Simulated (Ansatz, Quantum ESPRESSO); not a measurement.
**CoSi2 (001), fluorite: a film clamped to its substrate**

A thin film takes the in-plane lattice of its substrate and is free along the normal. How do the free axis and the stress follow the misfit? The strained cell has c along the film normal; unstrained it is a = 3.7567 Å, b = 3.7567 Å, c = 5.3128 Å, α = 90.00°, β = 90.00°, γ = 90.00°, with 6 atoms.

Calculated with Ansatz 0.2.0, PBEsol, PAW files of the set soft_1, cutoff 600 eV, Fermi–Dirac smearing 0.05 eV, k-mesh 12×12×8, no spin polarisation, no spin-orbit coupling.

Relaxed positions at 0 %:

```csv
atom,x,y,z
Co,0.0000,0.0000,0.0000
Co,0.5000,0.5000,0.5000
Si,0.5000,0.0000,0.2500
Si,0.5000,0.0000,0.7500
Si,0.0000,0.5000,0.7500
Si,0.0000,0.5000,0.2500
```

```
ε∥ (%)   a (Å)   c (Å)  ε⊥ (%)  σ (GPa, tension positive)
    −3  3.6440  5.5273   4.039                      −6.97
    −2  3.6816  5.4506   2.594                      −4.64
    −1  3.7191  5.3786   1.239                      −2.33
     0  3.7567  5.3116  −0.022                      −0.04
     1  3.7942  5.2498  −1.186                       2.27
     3  3.8694  5.1438  −3.179                       6.97
```

**Question.** Fit both responses and give the free strain and the stress at +2 %, a row left out above.

Least squares with y = y0 + y1 ε + y2 ε² (ε in %) gives ε⊥ = −0.022 + (−1.2045) ε + (0.0503) ε² and σ = −0.03 + (2.319) ε + (0.004) ε² GPa. The linear terms put the ratio of free to applied strain at −1.205 and the biaxial modulus at 232 GPa.

At +2 % the free strain comes out as −2.230 %. The run itself gives −2.233 %, so the estimate misses by 0.003 %; the fitted rows themselves lie up to 0.010 % off the law.

The stress comes out as 4.62 GPa. The run itself gives 4.61 GPa, so the estimate misses by 0.01 GPa, a rounding's worth.

For a cubic crystal strained in (001), ε⊥/ε∥ = −R with R = 2C12/C11, the modulus is C11 + C12 − 2C12²/C11 = C11(1 + R/2 − R²/2), so C11 = 265 GPa and C12 = 159 GPa.

The same fit over all rows at other levels or in other programs gives the strain ratio = −1.155 with PBEsol (Quantum ESPRESSO, PseudoDojo) and −1.204 with PBEsol (Quantum ESPRESSO, GBRV).

[Logs are printed without paths, hosts, clocks, repeated set-up lines and the standing remarks that a program may print on its own settings, such as how far it seeks lower states.]
